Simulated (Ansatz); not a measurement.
Heating and cooling a random packing of SiC

A packing of 16 atoms, thrown in at random and pushed apart as soft spheres with like charges further apart (8 C, 8 Si) went through Langevin stages in a fixed cell of 11.50 Å³/atom, at one k point, without spin and with a Fermi–Dirac width of kT (0.05 eV at least). The calculation used DFT PBE, scalar-relativistic, plane waves, PAW in Ansatz 0.2.0.

```tsv
thermostat (K)	duration (fs)	friction (1/fs)	cutoff (eV)	mean T (K)	mean P (GPa)	mean square displacement (Å²)
4000	48	0.030	320	5063	18.8	0.61
4000	800	0.005	420	4953	18.7	14.54
2880	404	0.005	420	2823	7.7	4.03
1600	400	0.015	420	1683	2.2	0.31
300	200	0.015	420	541	-5.0	0.30
```

Means run over the second half of a stage; pressure includes the kinetic part; displacements count from the stage's start, the atoms' common shift taken off.

Cell and atoms were then relaxed on coarser meshes and computed once more: Cutoff 420 eV; k points 6×6×6 on the computed 16-atom cell (Γ-centred); Gaussian smearing, width 0.10 eV; no spin polarisation.

Question: What structure is left?

Answer: One draw of many: 10.99 Å³/atom with no gap on the mesh, 0.57 eV/atom above the elements' standard states (static lattices, no corrections for gases) (a random packing after short dynamics, relaxed).

Counting as bonded all pairs within 1.2 times the summed covalent radii:

```tsv
atom → neighbour	mean count	mean length (Å)	spread (Å)
C → C	1.75	1.54	0.07
C → Si	2.12	1.97	0.07
Si → C	2.12	1.97	0.07
Si → Si	2.25	2.42	0.10
```

Angles between all pairs of such bonds at an atom (mean ± spread): 109 ± 14° at C, 106 ± 20° at Si.

```
CELL_PARAMETERS angstrom
5.54406 0.17123 -0.21599
0.16713 6.07928 0.06103
-0.21416 0.03771 5.22936
ATOMIC_POSITIONS crystal
Si 0.40312 0.15877 0.68528
Si 0.89997 0.97645 0.67859
Si 0.54402 0.43593 0.07313
Si 0.00363 0.70360 0.14633
Si 0.62608 0.44845 0.55148
Si 0.20951 0.24569 0.13627
Si 0.36274 0.89729 0.30454
Si 0.41608 0.72228 0.75209
C 0.08077 0.23164 0.78443
C 0.98381 0.45967 0.64098
C 0.68931 0.90164 0.15979
C 0.06761 0.68233 0.78023
C 0.80615 0.29001 0.25263
C 0.01020 0.43467 0.34159
C 0.61612 0.94908 0.87563
C 0.81352 0.06303 0.32768
```

Cost: 6 runs of about 48 core-minutes in all (earlier runs that led there not counted), on Intel Xeon Processor @ 2.50GHz (Skylake/Cascade Lake) (shared hosts).